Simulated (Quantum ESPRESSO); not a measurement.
A run of Quantum ESPRESSO 7.5:

The input pw.in:

```
&CONTROL
  calculation = 'scf'
  prefix = 'pwscf'
  outdir = './tmp'
  pseudo_dir = './pseudo'
  tprnfor = .true.
  tstress = .true.
  disk_io = 'low'
/
&SYSTEM
  ibrav = 0
  nat = 2
  ntyp = 2
  ecutwfc = 86
  nbnd = 22
  occupations = 'smearing'
  smearing = 'fd'
  degauss = 0.00367493
/
&ELECTRONS
  conv_thr = 4d-10
  electron_maxstep = 120
  mixing_beta = 0.5
/
ATOMIC_SPECIES
Pb   207.2000 Pb.upf
Se    78.9710 Se.upf
CELL_PARAMETERS angstrom
   0.0000000000    3.0606500000    3.0606500000
   3.0606500000    0.0000000000    3.0606500000
   3.0606500000    3.0606500000    0.0000000000
ATOMIC_POSITIONS crystal
Pb     0.0000000000    0.0000000000    0.0000000000
Se     0.5000000000    0.5000000000    0.5000000000
K_POINTS automatic
4 4 4 1 1 1
```

The input relax.in:

```
&CONTROL
  calculation = 'vc-relax'
  prefix = 'pwscf'
  outdir = './tmp'
  pseudo_dir = './pseudo'
  tprnfor = .true.
  tstress = .true.
  disk_io = 'low'
  nstep = 40
  forc_conv_thr = 0.0001
  etot_conv_thr = 1d-06
/
&SYSTEM
  ibrav = 0
  nat = 2
  ntyp = 2
  ecutwfc = 86
  nbnd = 22
  occupations = 'smearing'
  smearing = 'fd'
  degauss = 0.00367493
/
&ELECTRONS
  conv_thr = 4d-10
  electron_maxstep = 120
  mixing_beta = 0.5
/
&IONS
  ion_dynamics = 'bfgs'
/
&CELL
  cell_dynamics = 'bfgs'
  press = 0
  press_conv_thr = 0.2
/
ATOMIC_SPECIES
Pb   207.2000 Pb.upf
Se    78.9710 Se.upf
CELL_PARAMETERS angstrom
   0.0000000000    3.0606500000    3.0606500000
   3.0606500000    0.0000000000    3.0606500000
   3.0606500000    3.0606500000    0.0000000000
ATOMIC_POSITIONS crystal
Pb     0.0000000000    0.0000000000    0.0000000000
Se     0.5000000000    0.5000000000    0.5000000000
K_POINTS automatic
4 4 4 1 1 1
```

scf2.in

```
&CONTROL
  calculation = 'scf'
  prefix = 'pwscf'
  outdir = './tmp'
  pseudo_dir = './pseudo'
  tprnfor = .true.
  tstress = .true.
  disk_io = 'low'
/
&SYSTEM
  ibrav = 0
  nat = 2
  ntyp = 2
  ecutwfc = 86
  nbnd = 22
  occupations = 'fixed'
/
&ELECTRONS
  conv_thr = 1d-13
  electron_maxstep = 120
  mixing_beta = 0.5
  startingpot = 'file'
  startingwfc = 'file'
/
ATOMIC_SPECIES
Pb   207.2000 Pb.upf
Se    78.9710 Se.upf
CELL_PARAMETERS angstrom
   0.0000000000    3.1063440615    3.1063440615
   3.1063440615    0.0000000000    3.1063440615
   3.1063440615    3.1063440615    0.0000000000
ATOMIC_POSITIONS crystal
Pb     0.0000000000    0.0000000000    0.0000000000
Se     0.5000000000    0.5000000000    0.5000000000
K_POINTS automatic
4 4 4 1 1 1
```

Contents of ph.in:

```
phonon_bands of PbSe
&INPUTPH
  prefix = 'pwscf'
  outdir = './tmp'
  tr2_ph = 1d-16
  fildyn = 'dyn'
  niter_ph = 60
  alpha_mix(1) = 0.7
  epsil = .true.
  ldisp = .true.
  nq1 = 2
  nq2 = 2
  nq3 = 2
/
```

q2r.in

```
&INPUT
  fildyn = 'dyn'
  zasr = 'crystal'
  flfrc = 'fc'
/
```

The input matdyn.in:

```
&INPUT
  asr = 'crystal'
  flfrc = 'fc'
  flfrq = 'freq'
  q_in_cryst_coord = .true.
  flvec = ' '
/
80
 0.0000000000  0.0000000000  0.0000000000
 0.0454545455  0.0000000000  0.0454545455
 0.0909090909  0.0000000000  0.0909090909
 0.1363636364  0.0000000000  0.1363636364
 0.1818181818  0.0000000000  0.1818181818
 0.2272727273  0.0000000000  0.2272727273
 0.2727272727  0.0000000000  0.2727272727
 0.3181818182  0.0000000000  0.3181818182
 0.3636363636  0.0000000000  0.3636363636
 0.4090909091  0.0000000000  0.4090909091
 0.4545454545  0.0000000000  0.4545454545
 0.5000000000  0.0000000000  0.5000000000
 0.5000000000  0.0500000000  0.5500000000
 0.5000000000  0.1000000000  0.6000000000
 0.5000000000  0.1500000000  0.6500000000
 0.5000000000  0.2000000000  0.7000000000
 0.5000000000  0.2500000000  0.7500000000
 0.4687500000  0.2812500000  0.7500000000
 0.4375000000  0.3125000000  0.7500000000
 0.4062500000  0.3437500000  0.7500000000
 0.3750000000  0.3750000000  0.7500000000
 0.3461538462  0.3461538462  0.6923076923
 0.3173076923  0.3173076923  0.6346153846
 0.2884615385  0.2884615385  0.5769230769
 0.2596153846  0.2596153846  0.5192307692
 0.2307692308  0.2307692308  0.4615384615
 0.2019230769  0.2019230769  0.4038461538
 0.1730769231  0.1730769231  0.3461538462
 0.1442307692  0.1442307692  0.2884615385
 0.1153846154  0.1153846154  0.2307692308
 0.0865384615  0.0865384615  0.1730769231
 0.0576923077  0.0576923077  0.1153846154
 0.0288461538  0.0288461538  0.0576923077
 0.0000000000  0.0000000000  0.0000000000
 0.0454545455  0.0454545455  0.0454545455
 0.0909090909  0.0909090909  0.0909090909
 0.1363636364  0.1363636364  0.1363636364
 0.1818181818  0.1818181818  0.1818181818
 0.2272727273  0.2272727273  0.2272727273
 0.2727272727  0.2727272727  0.2727272727
 0.3181818182  0.3181818182  0.3181818182
 0.3636363636  0.3636363636  0.3636363636
 0.4090909091  0.4090909091  0.4090909091
 0.4545454545  0.4545454545  0.4545454545
 0.5000000000  0.5000000000  0.5000000000
 0.5178571429  0.4642857143  0.5178571429
 0.5357142857  0.4285714286  0.5357142857
 0.5535714286  0.3928571429  0.5535714286
 0.5714285714  0.3571428571  0.5714285714
 0.5892857143  0.3214285714  0.5892857143
 0.6071428571  0.2857142857  0.6071428571
 0.6250000000  0.2500000000  0.6250000000
 0.5937500000  0.2500000000  0.6562500000
 0.5625000000  0.2500000000  0.6875000000
 0.5312500000  0.2500000000  0.7187500000
 0.5000000000  0.2500000000  0.7500000000
 0.5000000000  0.2750000000  0.7250000000
 0.5000000000  0.3000000000  0.7000000000
 0.5000000000  0.3250000000  0.6750000000
 0.5000000000  0.3500000000  0.6500000000
 0.5000000000  0.3750000000  0.6250000000
 0.5000000000  0.4000000000  0.6000000000
 0.5000000000  0.4250000000  0.5750000000
 0.5000000000  0.4500000000  0.5500000000
 0.5000000000  0.4750000000  0.5250000000
 0.5000000000  0.5000000000  0.5000000000
 0.4861111111  0.4861111111  0.5277777778
 0.4722222222  0.4722222222  0.5555555556
 0.4583333333  0.4583333333  0.5833333333
 0.4444444444  0.4444444444  0.6111111111
 0.4305555556  0.4305555556  0.6388888889
 0.4166666667  0.4166666667  0.6666666667
 0.4027777778  0.4027777778  0.6944444444
 0.3888888889  0.3888888889  0.7222222222
 0.3750000000  0.3750000000  0.7500000000
 0.6250000000  0.2500000000  0.6250000000
 0.5937500000  0.1875000000  0.5937500000
 0.5625000000  0.1250000000  0.5625000000
 0.5312500000  0.0625000000  0.5312500000
 0.5000000000  0.0000000000  0.5000000000
```

The input matdyn_dos.in:

```
&INPUT
  asr = 'crystal'
  flfrc = 'fc'
  dos = .true.
  fldos = 'phdos'
  nk1 = 8
  nk2 = 8
  nk3 = 8
  deltaE = 1
  flvec = ' '
  flfrq = ' '
/
```

Potentials or basis: PseudoDojo 0.4.1 SR PBE standard.

Run with:

```bash
$ OMP_NUM_THREADS=1 pw.x -in pw.in > pw.out
$ OMP_NUM_THREADS=1 pw.x -in relax.in > relax.out
$ OMP_NUM_THREADS=1 pw.x -in scf2.in > scf2.out
$ OMP_NUM_THREADS=1 ph.x -in ph.in > ph.out
$ OMP_NUM_THREADS=1 q2r.x -in q2r.in > q2r.out
$ OMP_NUM_THREADS=1 matdyn.x -in matdyn.in > matdyn.out
$ OMP_NUM_THREADS=1 matdyn.x -in matdyn_dos.in > matdyn_dos.out
```

Hardware: 1 thread of Arm Neoverse V2 (shared host).

Estimate the wall time of this run.

Wall time 35 min on 1 thread of Arm Neoverse V2, with other jobs on the host, peak memory 0.12 GiB. Counts: scf iterations 60, k pools 1, bands 22, ion steps 5, k points 10, g dense 41655.
